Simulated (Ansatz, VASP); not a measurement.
## One calculation of LiH, two programs

POSCAR

```
LiH
1.0
    0.0000000000      2.0955984635      1.9701864756
    2.0955984635      0.0000000000      1.9701864756
    2.0955984635      2.0955984635      0.0000000000
Li H
1 1
Direct
    0.0000000000      0.0000000000      0.0000000000
    0.5000000000      0.5000000000      0.5000000000
```

Contents of INCAR.step1:

```
SYSTEM = LiH
ALGO = Normal ; EDIFF = 1E-4
ENCUT = 520 ; GGA = PE
ISMEAR = 0 ; LASPH = .True.
LCHARG = .False. ; LREAL = .False.
LWAVE = .True. ; NBANDS = 9
NELM = 60 ; PREC = Accurate
SIGMA = 0.01
```

Contents of INCAR.step2:

```
SYSTEM = LiH
ALGO = Normal ; EDIFF = 1E-7
ENCUT = 520 ; ISIF = 2
ISMEAR = 0 ; ISTART = 1
LASPH = .True. ; LCHARG = .False.
LMIXTAU = .True. ; LREAL = .False.
LWAVE = .False. ; METAGGA = R2SCAN
NBANDS = 9 ; NELM = 60
PREC = Accurate ; SIGMA = 0.01
```

The input KPOINTS:

```
k-points
0
Gamma
  10 10 10
  0 0 0
```

Input for Ansatz:

```yaml
crystal:
  lattice:
    - [0.0, 2.0955984635, 1.9701864756]
    - [2.0955984635, 0.0, 1.9701864756]
    - [2.0955984635, 2.0955984635, 0.0]
  atoms:
    - { symbol: Li, position: [0.0, 0.0, 0.0] }
    - { symbol: H, position: [0.5, 0.5, 0.5] }
kpoints:
  mp_grid: { grid: [10, 10, 10] }
  band_path:
    path:
      - [0.0, 0.0, 0.0]
      - [0.5, 0.0, 0.5]
      - [0.625, 0.25, 0.625]
      - [0.375, 0.375, 0.75]
      - [0.5, 0.5, 0.5]
      - [0.5, 0.25, 0.75]
      - [0.5, 0.5, 0.0]
      - [0.0, 0.5, 0.5]
    npoints: 1
hamiltonian:
  xc: r2scan
scf:
  occupations: { method: fixed }
  n_extra_bands: 4
output:
  forces: true
  stress: true
  eigenvalues: true
  write_density: true
  write_potential: true
  elf: true
  volumetric_format: npy
```

Change from the starting cell: epitaxial_xy strain +4.9%.

Alike in both runs: task single point; functional r2SCAN; k mesh 10 × 10 × 10; no spin polarisation.

|  | VASP | Ansatz |
| --- | --- | --- |
| version | VASP 6.6.1 | Ansatz 0.2.0 |
| potentials or method | VASP PAW PBE potentials, release 64 (Li_sv, H) | plane waves, PAW |
| plane-wave cutoff (eV) | 520 | 500 |
| occupations | gaussian, width 0.01 eV | fixed |
| valence electrons in the cell | 4 | 4 |

|  | VASP | Ansatz | Ansatz less VASP |
| --- | --- | --- | --- |
| gap on the k mesh at the Fermi level (eV) | 3.07 | 3.11 | +0.041 |

 A k mesh can miss the band edges.
